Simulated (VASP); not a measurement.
# Settings for H₂O: molecular dynamics at constant energy

H₂O, molecule in box, 3 atoms in the cell. PBE, molecular dynamics; PAW potentials O, H (PBE set). VASP 6.6.1.

Wanted: spread of the conserved energy within 0.5 meV/atom.

Ensemble: NVE; Starting temperature (K): 600; Hydrogen mass (amu): natural.

POSCAR:
```
H2O
1.0
   10.0000000000      0.0000000000      0.0000000000
    0.0000000000     11.0000000000      0.0000000000
    0.0000000000      0.0000000000     10.0000000000
O H
1 2
Direct
    0.4628400000      0.5292090900      0.4823100000
    0.5397600000      0.5608636400      0.5279000000
    0.4767300000      0.4429545500      0.4789000000
```

## Time step (fs)

| Time step (fs) | Spread of the conserved energy (meV/atom) | Time (s) |
|---|---|---|
| 3 | no result | 33 |
| 2 | 6.54 | 33 |
| 1.5 | 3.00 | 41 |
| 1 | 1.36 | 48 |
| 0.75 | 0.85 | 52 |
| 0.5 | 0.39 | 63 |
| 0.25 (reference) | 0.11 | 100 |

Chosen: 0.5, the loosest value from which every tighter one stays within the tolerance.

## All choices together

| Input | Spread of the conserved energy (meV/atom) | Time (s) |
|---|---|---|
| chosen settings | 0.39 | 63 |
| reference settings throughout | 0.11 | 100 |

The tolerance is met.

## The input

INCAR:
```
GGA = PE ; PREC = Normal
ENCUT = 400 ; EDIFF = 1E-6
NELMIN = 4 ; NELM = 60
ALGO = Normal ; LREAL = Auto
LASPH = True ; ISMEAR = 0
SIGMA = 0.05 ; ISYM = 0
LWAVE = False ; LCHARG = False
IBRION = 0 ; NSW = 80
POTIM = 0.5 ; TEBEG = 600
MDALGO = 1 ; ANDERSEN_PROB = 0.0
ISIF = 0 ; RANDOM_SEED = 454333 0 0
NCORE = 4
```

KPOINTS:
```
k-points
0
Gamma
  1 1 1
```

Commands:
```
cat potpaw_PBE.64/O/POTCAR potpaw_PBE.64/H/POTCAR > POTCAR
mpirun -np 4 vasp_gam > vasp.out
```

Limits: 40 fs of 3 atoms are too short for converged averages; so short a run can't show a slow drift of the energy.

The chosen input took VASP 6.6.1 63 s on 4 cores (Intel Xeon 6975P-C (Granite Rapids)), a shared host.

## An input that fails: time step far too long

What the run shows: ERROR FEXCP: supplied Exchange-correletion table is too small, maximal index : 29425.

Changes against the starting input:
```
- NSW = 80
- POTIM = 0.5
+ NSW = 20
+ POTIM = 5
```
